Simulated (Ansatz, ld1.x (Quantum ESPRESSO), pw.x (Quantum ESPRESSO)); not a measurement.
Equation-of-state test of one TM potential (gold (Au))

| Property | Result |
| --- | --- |
| Element | Au |
| Generator | ld1.x (Quantum ESPRESSO) 7.5 |
| Type | norm-conserving Troullier–Martins (Kleinman–Bylander form) |
| Functional | PBE |
| Relativity | scalar-relativistic |
| Frozen core | [Xe] 4f14 |
| Valence charge | 11 |
| Reference configuration | 5d10 6s0.75 6p0 (charge +0.25) |
| Partial waves | 6p (bound, empty): rc 3.15 bohr; 5d (bound): rc 2.10 bohr; 6s (bound): rc 2.15 bohr |
| Local potential | the s channel |
| Core correction | none |

Atomic tests: cutoffs needed: 45 Ry and 60 Ry (the cutoffs (Ry, on a coarse ladder) from which the occupation-weighted sum of valence levels, in a spherical-Bessel basis at the reference potential, stays within 10 and 1 mRy of its value at 400 Ry); ghost test: no extra level below or beside the all-electron valence levels (p, d, s, f tested) (spherical-Bessel basis up to 400 Ry, 20 bohr box); largest excitation error: -678 meV (all-electron minus pseudo) for 5d7 6s0 6p0, out of 7 test configurations.

Crystal test: diamond Au in pw.x 7.5, no spin, 8³ k-points, Fermi–Dirac smearing 0.01 Ry, cutoffs 75/300 Ry. The reference is all-electron LAPW (Ansatz 0.2.0) with the same functional, mesh and smearing; V0 and B0 come from Birch–Murnaghan fits to the pressures at five volumes. Errors are pseudo minus all-electron; Δ is the rms difference of the E(V) curves that follow from these fits, minima aligned, over ±6 % about the mean V0. Mesh and smearing are coarse, so the numbers serve the comparison and aren't converged zero-temperature values; the lattice is a test structure that the element need not adopt.

All-electron: a0 = 6.160 Å (V0 = 29.22 Å³/atom), B0 = 52.6 GPa.

Problem. How far does the potential miss the all-electron equation of state?

Solution. mean pressure error (GPa): +1.69; a0 (Å): 6.221; a0 error (%): +0.99; B0 error (%): -2.2; Δ (meV/atom): 10.0. The largest radius (3.15 bohr) exceeds half the bond length (2.52 bohr), so the spheres overlap, which is one possible source of error among others. This is a poor potential for the solid.

```tsv
V (Å³/atom)	P all-electron (GPa)	P pseudo (GPa)
27.723	3.21	5.35
28.452	1.50	3.38
29.182	0.06	1.72
29.912	-1.15	0.31
30.641	-2.18	-0.89
```

Problem. At the middle volume, how do free energy and pressure move when the wave cutoff is lowered (ecutrho kept at four times it)?

Solution.

```csv
cutoff (Ry),shift of F (meV/atom),shift of P (GPa)
34,+1009.9,-36.34
45,+27.6,-1.22
60,+10.0,-0.06
```

The run at the middle volume (29 k-points, 8 iterations) took about 25 s on one core of a shared host (Neoverse-V2, 32 threads, 247 GiB, load 12).
